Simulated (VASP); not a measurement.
Here is a VASP 6.6.1 calculation.

Contents of INCAR:

```
PREC = Accurate
ENCUT = 520
EDIFF = 1E-7
ISMEAR = 1
SIGMA = 0.15
LREAL = False
LASPH = True
NELM = 60
ALGO = Fast
ISIF = 2
LWAVE = False
LCHARG = False
GGA = PE
NBANDS = 44
```

Contents of KPOINTS:

```
Automatic mesh
0
Gamma
  3 3 3
```

File POSCAR:

```
Hf
1.0
   -3.6304740000      3.6304740000      3.6304740000
    3.6304740000     -3.6304740000      3.6304740000
    3.6304740000      3.6304740000     -3.6304740000
Hf
7
Direct
    0.0393725447     -0.0318593385     -0.0196154827
    0.0170772467      0.3040476257      0.5068884945
    0.0008899664      0.4346728554      0.0076536838
    0.3665334058      0.9446906933      0.5116232756
    0.4692654458     -0.1324004799     -0.0090479921
    0.4849052768      0.3986183347     -0.0089832622
    0.5077101502      0.4534719158      0.5140492674
```

Potentials or basis: VASP PAW PBE potentials, release 64 (Hf_pv).

The run is started by

```bash
$ cat potpaw_PBE.64/Hf_pv/POTCAR > POTCAR
$ mpirun -np 1 vasp_std > vasp.out
```

What does it give for the band gap on the k mesh?

None (metal or under the smearing width).

What does it give for the pressure?

-9.4 GPa.

Predict the largest force.

0.293 eV/Å.

Stress tensor (GPa, compression positive):
```
 -7.68  -0.64   1.23
 -0.64 -10.34   0.39
  1.23   0.39 -10.17
```

Caveat: the k mesh is coarse (spacing up to 0.41 Å⁻¹), so the values aren't converged. Spin-orbit coupling is left out, which matters for the levels of Hf.
